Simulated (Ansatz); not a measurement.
**Li started at a second open point in rocksalt LiF, 65 atoms, charge 0**

All numbers come from Ansatz (PAW, plane waves, no spin–orbit coupling) at the single k point (¼, ¼, ¼) without its symmetry partners. The atoms were relaxed with PBEsol in a fixed cell; other functionals are single points on those atoms unless said otherwise. The valence top and gap of the host come from its small cell on a dense mesh, with the band extrema sought between the mesh points, lined up by the mean potential, PBEsol gap 9.05 eV, r²SCAN gap 10.20 eV.

Relaxed structure:

```
CELL_PARAMETERS angstrom
8.01519 0.00000 0.00000
0.00000 8.01519 0.00000
0.00000 0.00000 8.01519
ATOMIC_POSITIONS crystal
F 0.24953 0.99955 0.99956
F 0.24517 0.99354 0.50478
F 0.24506 0.50481 0.99355
F 0.24620 0.50325 0.50341
F 0.75096 0.99941 0.99940
F 0.75083 0.99922 0.50081
F 0.75087 0.50081 0.99923
F 0.75675 0.50500 0.50510
F 0.99899 0.25003 0.99964
F 0.99299 0.24567 0.50486
F 0.99881 0.75155 0.99938
F 0.99860 0.75144 0.50083
F 0.50420 0.24567 0.99365
F 0.50242 0.24637 0.50279
F 0.50022 0.75150 0.99921
F 0.50447 0.75748 0.50513
F 0.99896 0.99962 0.25011
F 0.99879 0.99936 0.75159
F 0.99286 0.50480 0.24575
F 0.99862 0.50083 0.75148
F 0.50418 0.99335 0.24582
F 0.50025 0.99924 0.75145
F 0.50269 0.50337 0.24635
F 0.50447 0.50501 0.75758
F 0.24731 0.24693 0.24753
F 0.24527 0.24573 0.75765
F 0.24512 0.75779 0.24573
F 0.24946 0.75143 0.75143
F 0.75699 0.24574 0.24586
F 0.75075 0.25001 0.75142
F 0.75084 0.75138 0.25006
F 0.75067 0.75129 0.75133
Li 0.99931 0.99998 0.99996
Li 0.99393 0.99450 0.50148
Li 0.99386 0.50130 0.99443
Li 0.99841 0.50194 0.50199
Li 0.50078 0.99446 0.99451
Li 0.50129 0.99898 0.50197
Li 0.50134 0.50189 0.99911
Li 0.53171 0.53252 0.53272
Li 0.24847 0.24903 0.99958
Li 0.21837 0.21883 0.53239
Li 0.24882 0.75653 0.99448
Li 0.24815 0.75154 0.50189
Li 0.75585 0.24940 0.99456
Li 0.75087 0.24871 0.50179
Li 0.75039 0.75101 0.99966
Li 0.75569 0.75628 0.50136
Li 0.24838 0.99942 0.24906
Li 0.24879 0.99448 0.75655
Li 0.21795 0.53288 0.21865
Li 0.24810 0.50182 0.75160
Li 0.75591 0.99443 0.24944
Li 0.75040 0.99965 0.75098
Li 0.75086 0.50180 0.24871
Li 0.75573 0.50127 0.75639
Li 0.99894 0.24903 0.24912
Li 0.99391 0.24931 0.75645
Li 0.99377 0.75654 0.24945
Li 0.99905 0.75103 0.75103
Li 0.53170 0.21841 0.21898
Li 0.50116 0.24866 0.75151
Li 0.50129 0.75150 0.24871
Li 0.50076 0.75638 0.75646
Li 0.37490 0.37568 0.37512
```

Chemical potentials μ are those of reference phases of the elements at zero temperature by the same functional (the usual solids, diamond for C, grey Sn, and the molecules H2, N2, O2, F2, Cl2, Br2 and S8).

```tsv
functional	E(defect) − E(host) − Σ nμ + q·E_VBM (eV)	monopole (eV)	alignment (eV)	formation energy at E_F = VBM (eV)	moment (μB)	wall time, shared host
PBEsol	4.98	0.00	0.00	4.98	1.0	65 s on 8 threads of EPYC 7R13 (relaxation)
```

Q: Estimate the formation energy and moment that r²SCAN gives on these atoms.

A: 5.61 eV at E_F = VBM, moment 1.0 μB.

r²SCAN one-electron levels near the gap (the ten most localised at most), from the host's valence top:

| level (eV) | spin | filling | atoms sharing it | element of the atom with most weight |
| --- | --- | --- | --- | --- |
| 10.29 | up | 1.00 | 40.6 | spread |

The charge sits partly or wholly in a band of the host, at the cell's one k point and not at the band edge, so the formation energy is too high and the charge correction doesn't apply as it stands.

All elements are taken at their own reference at once; growth conditions in equilibrium with the host shift these energies, by up to the host's formation enthalpy.

One k point and a cell of this size can leave errors of several tenths of an eV in such numbers.
